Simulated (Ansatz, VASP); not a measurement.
MgO: VASP beside Ansatz

```
Mg O
1.0
     0.00000    2.10537    2.10537
     2.10537    0.00000    2.10537
     2.10537    2.10537    0.00000
Mg O
1 1
Cartesian
  0.0000 0.0000 0.0000
  2.1054 2.1054 2.1054
```

Alike in both runs: task single point; functional PBE; k mesh 10 × 10 × 10; occupations gaussian, width 0.02 eV; no spin polarisation.

```csv
,VASP,Ansatz
version,VASP 6.6.1,Ansatz 0.2.0
potentials or method,"VASP PAW PBE potentials, release 64 (Mg, O)","scalar-relativistic, plane waves, PAW"
plane-wave cutoff (eV),520,420
valence electrons in the cell,8,16
```

|  | VASP | Ansatz | Ansatz less VASP |
| --- | --- | --- | --- |
| gap on the k mesh at the Fermi level (eV) | 4.74 | 4.75 | +0.017 |
| least direct gap on the mesh (eV) | 4.74 | 4.75 | +0.017 |
| pressure (GPa) | 4.1 | 4.8 | +0.73 |

With one functional, cell and mesh, what is left measures potentials, basis and numerics. The two sets of potentials don't hold the same shells in valence.

Expect the measured gap to be larger: semilocal functionals such as PBE lack the derivative discontinuity.
